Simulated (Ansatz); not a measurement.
# Y (sc type): a relaxation

The task is a relaxation on Y (sc type).

Computed with Ansatz 0.2.0 (DFT, PBE, PAW with Ansatz's default frozen-core files, scalar-relativistic, unless a step's input says otherwise).

### 1 The structure to begin with

The structure is cubic, space group Pm-3m (No. 221). Conventional cell: a = 3.289 Å, b = 3.289 Å, c = 3.289 Å, α = 90.00°, β = 90.00°, γ = 90.00°. Y (site symmetry m-3m) has 6 Y at 3.29 Å as nearest neighbours.

Structure file:

```xyz
1
Lattice="3.2889 0.0000 0.0000 0.0000 3.2889 0.0000 0.0000 0.0000 3.2889" Properties=species:S:1:pos:R:3 pbc="T T T"
Y     0.0000    0.0000    0.0000
```

### 2 The calculation

input.yaml reads:

```yaml
crystal:
  lattice:
    - [3.2888882464, 0.0, 0.0]
    - [0.0, 3.2888882464, 0.0]
    - [0.0, 0.0, 3.2888882464]
  atoms:
    - { symbol: "Y", position: [0.0, 0.0, 0.0] }
kpoints:
  mp_grid: { grid: [12, 12, 12] }
scf:
  occupations: { method: gaussian, width: 2.0 }
  max_iter: 50
hamiltonian:
  xc: pbe
  pseudopotentials: { kind: paw }
output:
  forces: true
  stress: true
relax:
  f_tol: 0.005
  max_steps: 40
  cell: {}
```

The run is started by

```sh
> ansatz run input.yaml --threads 1 --pin off --max-ram 2048MiB --backend cpu --events-out ev --progress --plain --runs-dir out
```

Q: Will this input give a usable result? If not, why, and what should change?

The run converged and reported no error. Convergence says nothing about whether the input makes sense.

In the input, scf.occupations.method is gaussian; scf.occupations.width is 2.0. Occupations are smeared over electronvolts, wider than many features of the bands.

To check: set scf.occupations.method to fermi_dirac and scf.occupations.width to 0.08.
